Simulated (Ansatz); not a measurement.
Rock-salt NaBr was calculated with LDA (plane waves, PAW; Ansatz, a quantum-chemistry and plane-wave program).

Numerical settings: plane-wave cutoff 520 eV, 10×10×10 k mesh, Fermi–Dirac smearing 0.01 eV, scalar-relativistic PAW data made under PBE.

The volume scan:

| V (Å³/atom) | E − E_lowest (meV/atom) |
|---|---|
| 22.714 | 8.46 |
| 23.198 | 3.69 |
| 23.681 | 0.94 |
| 24.164 | 0.00 |
| 24.648 | 0.67 |
| 25.131 | 2.77 |
| 25.614 | 6.15 |

Task: What bulk modulus B0 and pressure derivative B′ does a third-order Birch–Murnaghan fit give?

Result: V0 = 24.196 Å³/atom, B0 = 26.5 GPa, B′ = 4.8 (fit to the energies at full precision).

Measured, for comparison: bulk modulus 22.6 GPa (4 K, zero-point motion not removed; as tabulated in Doll and Stoll (1998), arXiv:cond-mat/9801031); equilibrium volume per atom 26.01 Å³/atom (low temperature, zero-point motion not removed; as tabulated in Doll and Stoll (1998), arXiv:cond-mat/9801031). Computed (rounded) less measured: bulk modulus +17 %, equilibrium volume per atom -7.0 %.

Static lattice: no zero-point or thermal effects.

Cost on a shared machine: around 22 core-seconds (rough).
